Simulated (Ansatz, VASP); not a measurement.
# In3Se: VASP beside Ansatz

INCAR

```
PREC = Accurate
ENCUT = 520
EDIFF = 1E-6
ISMEAR = -1
SIGMA = 0.05
LREAL = F
LASPH = T
NELM = 100
ALGO = Normal
ISIF = 2
LWAVE = F
LCHARG = F
GGA = PS
NBANDS = 30
```

KPOINTS

```
regular mesh
0
Gamma
  6 6 6
```

The input POSCAR:

```
In3Se
1.0
    4.8355718940      0.0000000000      0.0000000000
    0.0000000000      4.8355718940      0.0000000000
    0.0000000000      0.0000000000      4.8355718940
In Se
3 1
Direct
    0.5000000000      0.5000000000      0.0000000000
    0.5000000000      0.0000000000      0.5000000000
    0.0000000000      0.5000000000      0.5000000000
    0.0000000000      0.0000000000      0.0000000000
```

File input.yaml:

```yaml
crystal:
  lattice:
    - [4.835571894, 0.0, 0.0]
    - [0.0, 4.835571894, 0.0]
    - [0.0, 0.0, 4.835571894]
  atoms:
    - { symbol: In, position: [0.5, 0.5, 0.0] }
    - { symbol: In, position: [0.5, 0.0, 0.5] }
    - { symbol: In, position: [0.0, 0.5, 0.5] }
    - { symbol: Se, position: [0.0, 0.0, 0.0] }
hamiltonian:
  xc: pbesol
  pseudopotentials: { kind: paw }
kpoints:
  mp_grid: { grid: [6, 6, 6] }
scf:
  occupations: { method: fermi_dirac, width: 0.05 }
output:
  forces: true
  stress: true
  eigenvalues: true
```

The cell comes from a database or a generator and needn't be the stable form of this composition.

Alike in both runs: task single point; functional PBEsol; k mesh 6 × 6 × 6; occupations fermi-dirac, width 0.05 eV; no spin polarisation.

|  | VASP | Ansatz |
| --- | --- | --- |
| version | VASP 6.6.1 | Ansatz 0.2.0 |
| potentials or method | VASP PAW PBE potentials, release 64 (In_d, Se) | Ansatz PAW |
| plane-wave cutoff (eV) | 520 | 420 |
| valence electrons in the cell | 45 | 55 |

|  | VASP | Ansatz | Ansatz less VASP |
| --- | --- | --- | --- |
| gap on the k mesh at the Fermi level (eV) | none | none | - |
| pressure (GPa) | -3.5 | -3.5 | +0.02 |

A gap of «none» marks a metal or a gap that the smearing closes. The two sets of potentials don't hold the same shells in valence.

Caveats: the PAW data sets were made with another functional, which shifts forces and pressure a little (VASP); the PAW data sets come from PBE, with cores solved anew for the run's functional, which leaves a small shift of forces and pressure (Ansatz).
